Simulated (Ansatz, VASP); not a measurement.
# Al26CoN27 (Co_Al) in two plane-wave programs

One calculation is typed for both programs; each brings its own data sets. How far apart do they land? The cell is taken from a series of runs on this material, whose earlier steps may have relaxed, scaled, displaced or heated it; both programs get it as it stands.

Program: Ansatz 0.2.0. Level of theory: plane waves, with VASP 6.6.1 beside it; single point at r2SCAN. Results are calculated unless marked as measured.

### 1. Starting point

The cell holds 54 atoms: 26 Al, 27 N and 1 Co. Cell: a = 9.269 Å, b = 9.269 Å, c = 9.269 Å, α = 60.0°, β = 60.0°, γ = 60.0°. It derives from AlN (AlN (F-43m)). Nearest the centre at fractional (0.333, 0.667, 0.667): Co54 at 0.01 Å, N41 at 1.99 Å, N35 at 2.00 Å, N43 at 2.00 Å, N44 at 2.01 Å, Al15 at 3.08 Å, Al13 at 3.08 Å, Al23 at 3.08 Å. The cell carries charge −1.

Coordinates:

```xyz
54
Lattice="0.0000 6.5542 6.5542 6.5542 0.0000 6.5542 6.5542 6.5542 0.0000" Properties=species:S:1:pos:R:3 pbc="T T T"
Al    6.5504    6.5532    0.0047
Al    2.1868    2.1907    0.0048
Al   10.9206    4.3745    6.5504
Al    8.7410    6.5537    2.1959
Al    4.3719    2.1843    2.1894
Al    6.5573    4.3696    2.1897
Al   10.9202    6.5452    4.3796
Al    6.5573    2.1842    4.3748
Al    8.7511    4.3736    4.3786
Al    6.5519    8.7421    2.1933
Al    8.7327    4.3742    8.7385
Al   10.9208    6.5636    8.7385
Al    8.7329    8.7333    4.3793
Al    4.3722    4.3698    4.3750
Al    6.5614    6.5639    4.3789
Al   10.9208    8.7329    6.5688
Al    6.5612    4.3733    6.5689
Al    6.5523   10.9189    4.3706
Al    2.1863    6.5527    4.3684
Al    4.3749    8.7418    4.3698
Al    8.7406   10.9166    6.5587
Al    4.3779    6.5531    6.5589
Al    6.5619    8.7331    6.5501
Al   10.9291   10.9182    8.7469
Al    6.5619    6.5446    8.7378
Al    8.7512    8.7324    8.7383
N     1.0977    1.0942    1.0995
N     3.2846    3.2775    1.1023
N     5.4688    5.4611    1.1024
N     3.2847    1.0972    3.2828
N     5.4673    3.2793    3.2850
N     7.6495    5.4618    3.2830
N     5.4692    1.0966    5.4665
N     7.6495    3.2774    5.4669
N     9.8961    5.4016    5.4067
N     1.1013    3.2790    3.2847
N     3.2847    5.4612    3.2868
N     5.4663    7.6453    3.2841
N     3.2850    3.2816    5.4667
N     5.4658    5.4619    5.4671
N     7.5902    7.7085    5.4071
N     5.4661    3.2785    7.6506
N     7.5898    5.4015    7.7135
N     9.8997    7.7115    7.7169
N     1.0974    5.4639    5.4698
N     3.2814    7.6478    5.4699
N     5.4665    9.8327    5.4733
N     3.2815    5.4643    7.6535
N     5.4651    7.6510    7.6565
N     7.6490    9.8353    7.6565
N     5.4665    5.4677    9.8384
N     7.6490    7.6505    9.8409
N     9.8327    9.8322    9.8376
Co    8.7416    6.5548    6.5595
```

### 2. Ansatz: single point, r2SCAN

Ansatz runs on its PAW soft_1 files.

With cell and atoms fixed, the geometry can't cause a difference; cores, projectors, grids and the points listed under the comparison can.

File input.yaml:

```yaml
crystal:
  checkpoint: "../qm1_M3.relax.run"
  host: checkpoint
total_charge: -1
basis:
  ecutwfc: 500
  xc_grid: 2
hamiltonian:
  xc: r2scan
  pseudopotentials: { kind: paw, azcp: { folder: soft_1 } }
kpoints:
  mp_grid: { grid: [2, 2, 2], shift: [0.5, 0.5, 0.5] }
magnetization:
  spin_polarized: true
  initial_magnetization: 3
  spin_locking: { lock_magnetization: hard }
scf:
  occupations: { method: fermi_dirac, width: 0.01 }
  max_iter: 100
output:
  forces: true
  eigenvalues: true
  charged_corrections:
    epsilon: 4.64
    static_epsilon: 8.51
    defect_position: [0.333333, 0.666667, 0.666667]
  eigenstates: { localisation: true }
  populations: true
  efg: {}
checkpoint:
  read: "../qm1_M3.relax.run"
  write: "../qm1_M3.point.run"
  compress: false
  write_wavefunctions: false
  write_every: 100000
```

The run is started by

```sh
> ansatz run input.yaml --threads 4 --pin off --max-ram 7536MiB --backend cpu --events-out ev --progress --plain --runs-dir out
```

Numbers of over 12 decimals in the logs are rounded to 6 here.

The program printed:

```text
Warning: This run holds its total moment fixed (magnetization.spin_locking.lock_magnetization: hard) and mixes its density by anderson or broyden (scf.mixing.algorithm, typed or taken by auto). Slabs with a fixed moment have converged under broyden above another state at the same moment, at the default mixing steps and at smaller ones, and under scf.lower_state_search: standard, light or off a state that such a mixer [...]
crystal.checkpoint: the structure is that of <dir>, a `relax` run, at its step 5: its result, under r2scan at a charge of -1 e; 54 atoms read, 1 with a starting moment; crystal.structure_sha256 for this input is
Engine: ansatz 0.2.0, aarch64-unknown-linux-gnu
Pseudopotentials: kind: paw
Pseudopotential: Al, paw, valence charge 3, recommended cutoff 500 eV (meta_gga), soft_1/Al.paw.azcp
Pseudopotential: N, paw, valence charge 5, recommended cutoff 500 eV (meta_gga), soft_1/N.paw.azcp
Pseudopotential: Co, paw, valence charge 17, recommended cutoff 500 eV (meta_gga), soft_1/Co.paw.azcp
Functional definition: r2SCAN
  parameter k0 = 0.174
  parameter k1 = 0.065
  parameter a1 = 4.9479
  exchange = r2scan_x(k0 = k0, k1 = k1, a1 = a1)
  correlation = r2scan_c
Crystal: 54 atoms, lattice volume = 563.102 Å³
Basis set: ecut = 500 eV, 14331 PW (Γ), exchange–correlation on 144×144×144 points (8 copies of the dense FFT grid, shifted against one another)
Bands: 171, of which v1, the nominal top of the filled ones, is band 116 counted from 1 (115 counted from 0)
Symmetry: 1 space group operations
Space group: P1 (ITA 1), of the structure as read, at distance tolerance 8.3e-5 Å
Magnetic group: BNS 1.1 (UNI 1), of the structure as read, at distance tolerance 8.3e-5 Å
k-points: 4 of 8 (time reversal used)
Non-local potential: Al, projectors of the file, l = 0: 2, l = 1: 2, l = 2: 1
Non-local potential: N, projectors of the file, l = 0: 2, l = 1: 2, l = 2: 1
Non-local potential: Co, projectors of the file, l = 0: 3, l = 1: 2, l = 2: 3, l = 3: 1
PAW form: soft (Blöchl's): semilocal exchange-correlation on the pseudo side does not see the compensation charge
PAW frozen core: Al, regenerated for the run's functional (the file was generated under x = pbe(κ = 0.804, μ = 0.219515), c = pbe(β = 0.066725))
PAW frozen core: N, regenerated for the run's functional (the file was generated under x = pbe(κ = 0.804, μ = 0.219515), c = pbe(β = 0.066725))
PAW frozen core: Co, regenerated for the run's functional (the file was generated under x = pbe(κ = 0.804, μ = 0.219515), c = pbe(β = 0.066725))
PAW one-centre angular grid: Al, 302 points (default); XC on 160 Gauss nodes
PAW one-centre angular grid: N, 302 points (default); XC on 160 Gauss nodes
PAW one-centre angular grid: Co, 590 points (default); XC on 160 Gauss nodes
Initial density: read from a saved state, or passed on in memory by an earlier SCF of this step, an earlier step, the calling program or the single point that the run made first
Stability of the state it starts from, as read at its close in the collinear treatment: not read, because the mixer in use, unlike msr1, does not test its closes by its own steps (another_mixer); its run was given moments
Starting moments: Σ|m| = 3 μB on 1 of 54 sites; this step starts from the density that it was given
Initial wavefunctions: pseudopotential atomic-orbital guess — the wavefunctions supplied were not used: k-point sampling differs
Functional: x = r2scan, c = r2scan; τ floored in thin density (d = 2e-4 eV/Å³)
iter 1 solved again at ethr=2.55e-5 eV; its pass at ethr=3.10e-3 eV (dr2=5.89e-2 eV) is discarded
SCF iter   1: F=—  HF=-29645.648055 eV  |F-HF|=—  |Δ(HF+E_count)|=         —  Δρ=1.81e-3 (↑1.81e-3 ↓1.78e-3)  dr2=6.18e-2  dr2_τ=1.44e-3  dr2_m=8.96e-4  M=3.000 μB ∫|m|=3.037 μB  β_m=1.20  ethr=2.55e-5  ⟨swp⟩=9.8  Hψ=10053  notcnv=0  defer=4
preconditioner: auto → Resta (q_TF=auto, 2.352 Å⁻¹)  ε∞=3.8  [insulator: Δε(μ)=1.767 eV  Ē_g=13.892 eV  σ=0.010 eV  W_gap=1.00  n_scr=136 (ndim 8)  ℏωp=23.4 eV  f_vac=0.000  D(μ)=0.00/eV (n_scr^D=0)  ε∞_Penn≈3.8]
spin=Collinear: Resta preconditioning applied to the charge; magnetization (m = ρ↑ − ρ↓) channel mixes plain (no charge-response kernel on spin).
SCF iter   2: F=—  HF=-29645.637696 eV  |F-HF|=—  |Δ(HF+E_count)|=   1.04e-2  Δρ=1.02e-3 (↑1.02e-3 ↓1.01e-3)  dr2=1.79e-2  dr2_τ=1.54e-4  dr2_m=2.84e-5  M=3.000 μB ∫|m|=3.035 μB  β_m=1.20  ethr=2.55e-5  ⟨swp⟩=3.5  Hψ=2456  notcnv=0  defer=49  κ⁻¹=1.0e0(r=1)
[...]
E_corr1          = +0.542727  (monopole, q²α_M/2εL)
  F Makov-Payne    = n/a  (the rows are of the electrons' constant alone; ansatz place-levels tells what screens the charge)
  no potential alignment in this run, which stands beside a crystal: run the host's input off ansatz write-host-input, and read the two finished runs by ansatz place-levels (neither reads a slab, a wire or a sheet, whose cell leaves a vacuum)
--- Band table (eV; the first three rows and the last of 8) ---
  k-point 0 ↑: bands = [... 112 lower, 7.6494, 7.6496, 8.0779, 8.2875, 8.2882, 11.9627, 12.0272, 12.0276, ... 51 higher]
  k-point 1 ↑: bands = [... 112 lower, 7.6321, 7.7136, 7.8744, 8.1487, 8.2087, 11.2829, 12.2393, 12.2506, ... 51 higher]
  k-point 2 ↑: bands = [... 112 lower, 7.6322, 7.7134, 7.8746, 8.1487, 8.2088, 11.2830, 12.2396, 12.2503, ... 51 higher]
  k-point 3 ↓: bands = [... 112 lower, 8.8301, 8.8668, 10.6789, 11.0167, 11.0379, 11.6332, 12.3480, 12.4330, ... 51 higher]
--- Löwdin populations: 54 sites ---
  site symbol       q [e]    m [muB]
     0     Al      1.8998    -0.0001
     1      N      6.0529     0.0001
     2     Al      1.8998    -0.0001
     3      N      6.0573     0.0012
     4     Al      1.9185     0.0054
     5      N      6.0572     0.0013
     6     Al      1.8998    -0.0001
     7      N      6.0573     0.0012
     8     Al      1.9009     0.0002
     9      N      6.0566     0.0006
    10     Al      1.9010     0.0002
    11      N      6.0572     0.0013
    12     Al      1.9186     0.0054
    13      N      6.0571     0.0013
    14     Al      1.9009     0.0002
    15      N      6.0572     0.0012
    16     Al      1.9176     0.0055
    17      N      6.0983     0.0984
    18     Al      1.8989    -0.0007
    19      N      6.0603     0.0092
    20     Al      1.9186     0.0054
    21      N      6.0572     0.0013
    22     Al      1.9179     0.0056
    23      N      6.0610     0.0088
[...]
46     Al      1.9187     0.0055
    47      N      6.0572     0.0013
    48     Al      1.8990    -0.0007
    49      N      6.0600     0.0091
    50     Al      1.9187     0.0054
    51      N      6.0571     0.0013
    52     Al      1.9180     0.0056
    53      N      6.0610     0.0088
  spilling = 0.008034 (of n_electrons = 231.000000)
```

### 3. VASP: single point, r2SCAN

The same cell, functional, mesh and smearing now go to VASP, with its own data sets.

Lines of VASP's logs that name or quote its potential files are left out, and so is its time.

File INCAR:

```
SYSTEM = Al26CoN27
PREC = Accurate
ENCUT = 580
EDIFF = 1E-06
NELM = 200
ISMEAR = -1
SIGMA = 0.01
LREAL = Auto
ALGO = Normal
METAGGA = R2SCAN
LASPH = .TRUE.
NELECT = 223
NBANDS = 152
ISPIN = 2
MAGMOM = 0 0 0 0 -0 -0 0 -0 0 -0 0 0 0 -0 0 0 0 -0 0 -0 0 0 0 -0 0 0 0 0 0 0 0 0 0 0 0.06 0.01 0 0.01 0 0 0.06 0.01 0.06 0.06 0 0 0.01 0 0 0 0.01 0 0.01 2.23
LMAXMIX = 4
LORBIT = 11
LWAVE = .FALSE.
LCHARG = .FALSE.
ISIF = 2
ISYM = 0
NUPDOWN = 3
GGA_COMPAT = .FALSE.
LMIXTAU = .TRUE.
KPAR = 4
```

File POSCAR:

```
Al26CoN27
1.0
    0.0000000000      6.5541898631      6.5541898631
    6.5541898631      0.0000000000      6.5541898631
    6.5541898631      6.5541898631      0.0000000000
Al N Co
26 27 1
Direct
    0.0005789935      0.0001423252      0.9992752557
    0.0006616146      0.0000681321      0.3335799901
    0.0003289879      0.9990908032      0.6671127822
    0.0006556524      0.3343838993      0.9992656316
    0.0001372910      0.3339147732      0.3331287352
    0.0001528675      0.3339331828      0.6665363700
    0.0003477602      0.6678587623      0.9982817900
    0.0001311957      0.6673515201      0.3331203595
    0.0000799004      0.6679872128      0.6672115605
    0.3343993056      0.0002347036      0.9994202686
    0.3341338837      0.9991409392      0.3332488868
    0.3342285577      0.9990372799      0.6671997238
    0.3341124811      0.3340588734      0.9983625636
    0.3335704057      0.3339342251      0.3331452603
    0.3342394117      0.3338657020      0.6672383727
    0.3342072828      0.6680163273      0.9982105417
    0.3342132219      0.6680279144      0.3330398455
    0.6665317951      0.0003082358      0.9994069462
    0.6663456150      0.0001533248      0.3334201265
    0.6664915719      0.0002249327      0.6672764362
    0.6663459242      0.3343354560      0.9992470876
    0.6662975758      0.3344151505      0.3335413807
    0.6653230723      0.3340574689      0.6671211183
    0.6664377371      0.6681061443      0.9993967682
    0.6652613353      0.6679002329      0.3332805107
    0.6651839346      0.6680539521      0.6671557391
    0.0836078623      0.0841449607      0.0833322662
    0.0835552742      0.0846310774      0.4165099349
    0.0835109749      0.0846897812      0.7497152716
    0.0835550597      0.4173178644      0.0838441846
    0.0836815094      0.4175172835      0.4166532775
    0.0835624415      0.4173451661      0.7497660613
    0.0834551586      0.7505896632      0.0838618900
    0.0835230275      0.7505803925      0.4165300688
    0.0695977897      0.7553304625      0.7545530040
    0.4167119071      0.0844440504      0.0835783239
    0.4167769848      0.0846981720      0.4164629452
    0.4167638714      0.0843068901      0.7497084061
    0.4167764434      0.4172978736      0.0839053334
    0.4167694279      0.4173741560      0.4165730357
    0.4215213437      0.4034649075      0.7545999443
    0.4167595327      0.7505311280      0.0834555850
    0.4215012547      0.7553730201      0.4026281739
    0.4217658410      0.7556324947      0.7548057597
    0.7503855755      0.0841643740      0.0832630901
    0.7503837207      0.0841806398      0.4164750988
    0.7506291600      0.0844598604      0.7495924860
    0.7503878891      0.4173405500      0.0833240919
    0.7508472410      0.4173365040      0.4164909700
    0.7508868861      0.4173021085      0.7497302555
    0.7506398516      0.7504510637      0.0835906183
    0.7508478629      0.7506216498      0.4164248215
    0.7504501444      0.7505134977      0.7496950151
    0.3335858082      0.6672256885      0.6665131571
```

File KPOINTS:

```
Points of the shifted mesh
8
Reciprocal
 0.2500000000  0.2500000000  0.2500000000 1
 0.2500000000  0.2500000000  0.7500000000 1
 0.2500000000  0.7500000000  0.2500000000 1
 0.2500000000  0.7500000000  0.7500000000 1
 0.7500000000  0.2500000000  0.2500000000 1
 0.7500000000  0.2500000000  0.7500000000 1
 0.7500000000  0.7500000000  0.2500000000 1
 0.7500000000  0.7500000000  0.7500000000 1
```

Potentials, in the order of the species: Al, N and Co (PBE family, release 64).

The run is started by

```sh
> mpirun -np 8 vasp_std
```

The program printed:

```text
[banner, memory and clock lines left out]
running    8 mpi-ranks, on    1 nodes
[...]
|                                                                             |
|           W    W    AA    RRRRR   N    N  II  N    N   GGGG   !!!           |
|           W    W   A  A   R    R  NN   N  II  NN   N  G    G  !!!           |
|           W    W  A    A  R    R  N N  N  II  N N  N  G       !!!           |
|           W WW W  AAAAAA  RRRRR   N  N N  II  N  N N  G  GGG   !            |
|           WW  WW  A    A  R   R   N   NN  II  N   NN  G    G                |
|           W    W  A    A  R    R  N    N  II  N    N   GGGG   !!!           |
|                                                                             |
|     For optimal performance we recommend to set                             |
|       NCORE = 2 up to number-of-cores-per-socket                            |
|     NCORE specifies how many cores store one orbital (NPAR=cpu/NCORE).      |
|     This setting can greatly improve the performance of VASP for DFT.       |
[...]
DAV:   5    -0.637329830899E+03   -0.15344E+00   -0.15293E+00  6192   0.359E+00BRMIX: very serious problems
 the old and the new charge density differ
 old charge density:   222.00000 new  223.00000
BRMIX: very serious problems
 the old and the new charge density differ
 old charge density:   222.00000 new  223.00000
BRMIX: very serious problems
 the old and the new charge density differ
 old charge density:   222.00000 new  223.00000
BRMIX: very serious problems
 the old and the new charge density differ
 old charge density:   222.00000 new  223.00000
    0.554E+01
DAV:   6    -0.576197025358E+03    0.61133E+02   -0.38015E+02  6808   0.750E+01    0.112E+02
DAV:   7    -0.531930181204E+03    0.44267E+02   -0.11519E+02  6888   0.676E+01    0.341E+01
DAV:   8    -0.514091964369E+03    0.17838E+02   -0.49592E+01  7056   0.790E+01    0.279E+01
DAV:   9    -0.511245185082E+03    0.28468E+01   -0.27313E+01  6792   0.163E+01    0.104E+01
[...]
DAV:  21    -0.512175858572E+03    0.79899E-05   -0.34569E-06  4288   0.159E-02    0.231E-02
DAV:  22    -0.512175856987E+03    0.15850E-05   -0.41042E-06  4784   0.158E-02    0.143E-02
DAV:  23    -0.512175856481E+03    0.50566E-06   -0.24968E-06  3984   0.107E-02
   1 F= -.51217586E+03 E0= -.51217586E+03  d E =-.855666E-14  mag=     3.0000
```

OUTCAR, selected parts (step 3):

```text
  FREE ENERGIE OF THE ION-ELECTRON SYSTEM (eV)
  ---------------------------------------------------
  free  energy   TOTEN  =      -512.1758564810 eV

  energy  without entropy=     -512.1758564810  energy(sigma->0) =     -512.17585648

 magnetization (x)
# of ion       s       p       d       tot
------------------------------------------
    1        0.000  -0.000   0.000   0.000
    2        0.000  -0.000   0.000   0.000
    3        0.000   0.001   0.000   0.001
    4        0.000  -0.000   0.000   0.000
    5       -0.000  -0.000   0.000  -0.000
    6       -0.000  -0.000   0.000  -0.000
    7        0.000   0.001   0.000   0.001
    8       -0.000  -0.000   0.000  -0.000
    9        0.000   0.001   0.000   0.001
   10       -0.000  -0.000   0.000  -0.000
   11        0.000   0.001   0.000   0.001
   12        0.000   0.001   0.000   0.001
   13        0.000   0.001   0.000   0.001
[...]
--------------------------------------------------
tot          0.052   0.339   2.308   2.700
```

The cell holds one magnetic atom, so no antiferromagnetic order fits into it. The cell is charged against a uniform background.

The run ends at a pressure of 3.74 GPa, with forces up to 0.15 eV/Å.

### 4. Comparison

Known differences besides the potentials themselves: VASP starts from the moments at which Ansatz ended; VASP keeps PBE cores, Ansatz makes them for the functional; the cutoff is 500 eV in Ansatz and 580 eV in VASP (PREC = Accurate, projectors in real space); site moments are counted in spheres of each program's own size. Total energies have different zeros and are not compared.

Compared:

| quantity | Ansatz | VASP | difference |
| --- | --- | --- | --- |
| total moment, fixed by the input (μB) | 3.00 | 3.00 | 0.00 |
| moment on Co54 (μB) | 2.23 | 2.42 | -0.19 |
| moment on N41 (μB) | 0.06 | 0.06 | 0.00 |
| moment on N35 (μB) | 0.06 | 0.06 | 0.00 |
| moment on N43 (μB) | 0.06 | 0.06 | 0.00 |
| moment on N44 (μB) | 0.06 | 0.05 | 0.00 |

Forces on 10 of the 54 atoms, those with the largest forces and the largest differences (eV/Å; atoms numbered as in POSCAR):

| atom | Ansatz x, y, z | VASP x, y, z |
| --- | --- | --- |
| Al3 | 0.041, 0.019, 0.013 | 0.047, 0.026, 0.014 |
| Al7 | 0.054, 0.010, 0.022 | 0.062, 0.012, 0.027 |
| Al10 | 0.046, 0.051, 0.052 | 0.048, 0.050, 0.048 |
| Al18 | 0.020, 0.028, 0.017 | 0.020, 0.036, 0.023 |
| Al20 | 0.053, 0.050, 0.046 | 0.050, 0.055, 0.045 |
| Al24 | 0.057, 0.052, 0.060 | 0.055, 0.053, 0.063 |
| N32 | -0.045, -0.042, -0.054 | -0.046, -0.044, -0.053 |
| N34 | -0.045, -0.049, -0.041 | -0.046, -0.047, -0.045 |
| N40 | -0.058, -0.044, -0.044 | -0.056, -0.045, -0.045 |
| N44 | -0.089, -0.085, -0.085 | -0.090, -0.084, -0.085 |

The forces differ by 3.1 meV/Å r.m.s., which is 7.6 % of the r.m.s. force of 0.040 eV/Å (both taken over all components). The cell carries a charge of -1 e against a uniform background, so its pressure also hangs on how the neutralising background is counted, and in a defect's cell a gap may be the spacing between its levels.

### 5. Results

- r.m.s. force difference (single point, r2SCAN): 3.1 meV/Å

**Reading.** The r.m.s. force difference is 3.1 meV/Å (single point, r2SCAN), within the 12 meV/Å picked in this series as the mark of a large difference. The data sets hold unlike numbers of valence electrons (231 in Ansatz and 223 in VASP), so part of the differences comes from the potentials. Such differences can come from data sets, numerical settings and the points named under the comparisons, not from the functional's error against experiment.

[Lines on the potential files, build, host, timing and source positions are cut from VASP's logs without a mark.]

[Logs are printed without paths, hosts, clocks, repeated set-up lines and the standing remarks that a program may print on its own settings, such as how far it seeks lower states.]

[Hosts, paths, dates, database ids (printed as entryN), source tags and the programs' standing remarks are cut or masked in the printed files.]
